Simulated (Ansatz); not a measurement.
# Structural energy differences of chromium

These are results of DFT, revPBE, plane waves (420 eV) with PAW, scalar-relativistic (Ansatz), not measurements. The PAW files were generated under PBE, with cores re-solved for the functional.

Each structure is relaxed within its own symmetry, so a high-lying one may be dynamically unstable.

**Question.** Rank these structures of chromium by energy per atom, lowest first.
A. A15
B. simple cubic
C. omega (AlB2-type)
D. hcp
E. diamond
F. bcc
G. dhcp

**Answer.** F (0 meV/atom), A (92 meV/atom), C (372 meV/atom), G (417 meV/atom), D (429 meV/atom), B (1027 meV/atom), E (1831 meV/atom).

| structure | ΔE (meV/atom) | V (Å³/atom) | cell | magnetic state |
| --- | --- | --- | --- | --- |
| bcc | 0 | 12.09 | a = 2.892 Å | antiferromagnetic, largest moment 1.29 μB in the atomic sphere |
| A15 | 92 | 11.88 | a = 4.564 Å | non-magnetic |
| omega (AlB2-type) | 372 | 12.04 | a = 4.254 Å, c = 2.304 Å (c/a = 0.542) | spin not included |
| dhcp | 417 | 12.08 | a = 2.510 Å, c = 8.862 Å (c/a = 3.531) | non-magnetic |
| hcp | 429 | 12.10 | a = 2.498 Å, c = 4.479 Å (c/a = 1.793) | non-magnetic |
| simple cubic | 1027 | 14.14 | a = 2.418 Å | antiferromagnetic, largest moment 1.93 μB in the atomic sphere |
| diamond | 1831 | 21.39 | a = 5.552 Å | antiferromagnetic, largest moment 2.90 μB in the atomic sphere |

ΔE counts from bcc.

Differences under about 8 meV lie within the error of the k-point mesh.
